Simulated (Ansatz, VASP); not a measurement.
NaCl in VASP and in Ansatz

```
Cl Na
1.0
     3.50219    0.00000    0.00000
     0.00000    3.50219    0.00000
     0.00000    0.00000    3.50219
Cl Na
1 1
Direct
  0.49826 0.49640 0.50194
  0.99071 0.00148 0.99269
```

Change from the starting cell: atoms moved at random, drawn with an rms of 0.05 Å.

Alike in both runs: task single point; functional PBE; k mesh 8 × 8 × 8; occupations fermi-dirac, width 0.05 eV; no spin polarisation.

```csv
,VASP,Ansatz
version,VASP 6.6.1,Ansatz 0.2.0
potentials or method,"VASP PAW PBE potentials, release 64 (Cl, Na_pv)",Ansatz PAW
plane-wave cutoff (eV),520,420
valence electrons in the cell,14,16
```

|  | VASP | Ansatz | Ansatz less VASP |
| --- | --- | --- | --- |
| gap on the k mesh at the Fermi level (eV) | 3.98 | 3.98 | 0.000 |
| least direct gap on the mesh (eV) | 4.47 | 4.47 | 0.000 |
| pressure (GPa) | 0.1 | 0.1 | +0.05 |
| rms of the force components (eV/Å) | 0.009 | 0.009 | -0.0001 |

Atom by atom the forces differ by 0.000 eV/Å (rms over components). The two sets of potentials don't hold the same shells in valence.

A k mesh can miss the band edges.
